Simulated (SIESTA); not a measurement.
The system is Ga.

```
Ga
1.0
     2.77842    0.00000    0.00000
     0.00000    3.28161    0.00000
    -1.34343    0.00000    3.99027
Ga
2
Direct
  0.13460 0.75000 0.77017
  0.86540 0.25000 0.22983
```

This isn't the form of Ga at room conditions, which is orthorhombic.

```yaml
Program: SIESTA 5.4.2
Task: single point
Functional: PBEsol
Potentials_or_basis: PseudoDojo 0.4 standard (PBEsol files)
Basis: DZP (energy shift 0.003 Ry; two zetas on semicore shells)
Grid_cutoff: 800 Ry
Energy_shift: 0.003 Ry
k_mesh: 10 × 8 × 7
Occupations: fermi-dirac, width 0.05 eV
Spin: no spin polarisation
```

On this cell: pressure -1.3 GPa; largest force 0.129 eV/Å; band gap on the k mesh none (metal or under the smearing width).

The same run follows on a disturbed copy (atoms moved at random, drawn with an rms of 0.05 Å):

```
CELL_PARAMETERS angstrom
2.77842 0.00000 0.00000
0.00000 3.28161 0.00000
-1.34343 0.00000 3.99027
ATOMIC_POSITIONS crystal
Ga 0.13136 0.74760 0.76723
Ga 0.85768 0.25727 0.22752
```

Problem. What does the disturbed cell give?

Solution. The energy (extrapolated to zero smearing) moves by +0.3 meV/atom; pressure -1.3 GPa; largest force 0.134 eV/Å; band gap on the k mesh none (metal or under the smearing width).

Forces on the atoms (eV/Å):
```
Ga  -0.015  0.050 -0.123
Ga   0.015 -0.050  0.123
```

Stress tensor (GPa, compression positive):
```
-0.70  0.05 -0.29
 0.05 -2.27 -0.01
-0.29 -0.01 -0.92
```

Caveats: the basis of atomic orbitals isn't converged, which shifts pressures, moduli and gaps.
